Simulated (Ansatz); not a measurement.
A run of Ansatz 0.2.0:

File input.yaml:

```yaml
crystal:
  lattice:
    - [2.8270770242, 0.0, 0.0]
    - [-1.4135385121, 2.4483205214, 0.0]
    - [0.0, 0.0, 9.18599307]
  atoms:
    - { symbol: Al, position: [0.651271, 0.318103, 0.753722] }
    - { symbol: Al, position: [-0.0068, -0.003486, 0.494193] }
    - { symbol: Al, position: [0.346279, 0.677453, 0.247986] }
    - { symbol: Al, position: [-0.005736, -0.000119, -0.00073] }
hamiltonian:
  xc: pbesol
  pseudopotentials: { kind: paw }
kpoints:
  mp_grid: { grid: [11, 11, 3] }
scf:
  occupations: { method: fermi_dirac, width: 0.05 }
output:
  forces: true
  stress: true
  eigenvalues: true
```

Potentials or basis: Ansatz PAW.

Run with:

```console
$ ansatz run input.yaml --threads 2 --pin off --max-ram 5632MiB --backend cpu --events-out ev --progress --plain --runs-dir out
```

Hardware: 2 threads of Arm Neoverse V1, with other jobs on the host.

Estimate the wall time of this run.

Wall time 6.5 s on 2 threads of Arm Neoverse V1, with other jobs on the host, peak memory 0.42 GiB. Counts: scf iterations 8, plane waves 1255, k points 182, bands 10.
